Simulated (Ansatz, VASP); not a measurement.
B: VASP beside Ansatz

```
B
1.0
     3.43931    0.00000    0.00000
     0.00000    3.43931    0.00000
     0.00000    0.00000    3.43931
B
6
Cartesian
  0.8598 1.7197 0.0000
  2.5795 1.7197 0.0000
  0.0000 0.8598 1.7197
  0.0000 2.5795 1.7197
  1.7197 0.0000 0.8598
  1.7197 0.0000 2.5795
```

Alike in both runs: functional PBE; k mesh 12 × 12 × 12; occupations gaussian, width 0.1 eV; no spin polarisation.

Ansatz relaxed the structure, and its values are those at the end. VASP's run is a single point on that final structure, the one shown.

|  | VASP | Ansatz |
| --- | --- | --- |
| version | VASP 6.6.1 | Ansatz 0.2.0 |
| potentials or method | VASP PAW PBE potentials, release 64 (B) | scalar-relativistic, plane waves, PAW |
| plane-wave cutoff (eV) | 520 | 420 |
| valence electrons in the cell | 18 | 18 |

Ansatz gave:

* gap on the k mesh at the Fermi level (eV): none
* pressure (GPa): 0.0

**Question.** Estimate VASP's values.

**Answer.** gap on the k mesh at the Fermi level (eV): none; pressure (GPa): -0.1.

A gap of «none» marks a metal or a gap that the smearing closes. With one functional, cell and mesh, what is left measures potentials, basis and numerics.
